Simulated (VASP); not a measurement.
Er:

```xyz
1
Lattice="0.0000 2.4798 2.4798 2.4798 0.0000 2.4798 2.4798 2.4798 0.0000" Properties=species:S:1:pos:R:3 pbc="T T T"
Er    0.0000    0.0000    0.0000
```

This isn't the form of Er at room conditions, which is hcp.

```yaml
Program: VASP 6.6.1
Task: single point
Functional: PBE
Potentials_or_basis: VASP PAW PBE potentials, release 64 (Er_3), 4f in core
Cutoff: 900 eV
k_mesh: 11 × 11 × 11
Occupations: gaussian, width 0.05 eV
Spin: collinear spin, ferromagnetic start
Starting_moments: "[3.0] μB"
```

On this cell: pressure -0.1 GPa; net moment 0.00 μB per cell; band gap on the k mesh none (metal or under the smearing width).

The same run follows on a disturbed copy (grid = ENCUT=900 k=11x11x11 ISMEAR=0 SIGMA=0.05 PREC=Accurate EDIFF=1e-08 LREAL=False ADDGRID=False LASPH=True; cell strained at random at fixed volume):

```
CELL_PARAMETERS angstrom
-0.00893 2.45714 2.47912
2.45420 -0.00233 2.47252
2.48704 2.48337 -0.03516
ATOMIC_POSITIONS crystal
Er 0.99563 0.99221 0.98186
```

Problem. What changes?

Solution. The energy (extrapolated to zero smearing) moves by +1.7 meV/atom; pressure -0.1 GPa; net moment 0.00 μB per cell; band gap on the k mesh none (metal or under the smearing width).

Stress tensor (GPa, compression positive):
```
 0.00 -0.34  0.58
-0.34  0.04  0.40
 0.58  0.40 -0.26
```

Caveats: the magnetic or orbital state may not be the lowest; spin-orbit coupling is left out, which moves the levels of the heavy elements; the 4f electrons are frozen in the core as for a trivalent ion, so they carry no moment and show no levels.
